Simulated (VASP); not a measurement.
**AlN: relaxation of cell and atoms with PBE**

Crystal: AlN.

```
CELL_PARAMETERS angstrom
3.11798 0.00000 0.00000
0.00000 5.05114 0.00000
0.00000 0.00000 5.40051
ATOMIC_POSITIONS crystal
Al 0.00000 0.00000 0.33333
Al 0.50000 0.00000 0.83333
Al 0.50000 0.50000 0.16667
Al 0.00000 0.50000 0.66667
N 0.00000 0.62200 0.33333
N 0.50000 0.62200 0.83333
N 0.50000 0.12200 0.16667
N 0.00000 0.12200 0.66667
```

The cell was built by a generator and isn't the measured one.

| Quantity | Value |
| --- | --- |
| Program | VASP 6.6.1 |
| Task | relaxation of cell and atoms |
| Functional | PBE |
| Potentials or basis | VASP PAW PBE potentials, release 64 (Al, N) |
| Cutoff | 600 eV |
| k mesh | 8 × 5 × 5 |
| Occupations | gaussian, width 0.02 eV |
| Spin | no spin polarisation |
| Further INCAR settings | ALGO = Fast; EDIFF = 1e-06; IBRION = 2; EDIFFG = -0.01; NSW = 60; ISIF = 3 |

* Relaxed volume: 10.66 Å³/atom
* Relaxed cell: a = 3.118 Å, b = 5.051 Å, c = 5.414 Å, α = 90.00°, β = 90.00°, γ = 90.00°
* Space group after relaxing (to 0.05 Å): P6_3mc (No. 186)
* Energy gained by relaxing: 0.3 meV/atom
* Ionic steps: 4
* Pressure after relaxing: -0.5 GPa
* Band gap on the k mesh: 4.08 eV

Stress tensor (GPa, compression positive):
```
 0.64  0.00  0.00
 0.00 -2.19  0.00
 0.00  0.00  0.02
```

Step by step:
```
step  energy change (eV)  largest force (eV/Å)  pressure (GPa)  volume (Å³)
   1              0.0000                0.1056           -0.04        85.05
   2             -0.0023                0.0209           -0.42        85.22
   3             -0.0023                0.0183           -0.40        85.21
   4             -0.0024                0.0020           -0.51        85.26
```

Final structure:
```
Al N
1.0
     3.11798    0.00000    0.00000
     0.00000    5.05114    0.00000
     0.00000    0.00000    5.41366
Al N
4 4
Direct
  0.00000 0.00095 0.33346
  0.50000 0.00095 0.83346
  0.50000 0.50095 0.16654
  0.00000 0.50095 0.66654
  0.00000 0.62105 0.33349
  0.50000 0.62105 0.83349
  0.50000 0.12105 0.16651
  0.00000 0.12105 0.66651
```

Levels at points of the mesh, in eV from the valence-band top:
```csv
k point,band 14,band 15,band 16,band 17,band 18,band 19
"(0.00, 0.00, 0.00)",-0.13,-0.12,0.00,4.08,5.75,5.87
"(0.50, 0.00, 0.00)",-1.73,-1.37,-1.37,5.71,5.71,7.82
```

It took 40 s on 8 MPI ranks on Intel(R) Xeon(R) Platinum 8488C (Sapphire Rapids), on a shared host, peak memory 0.28 GiB a rank.
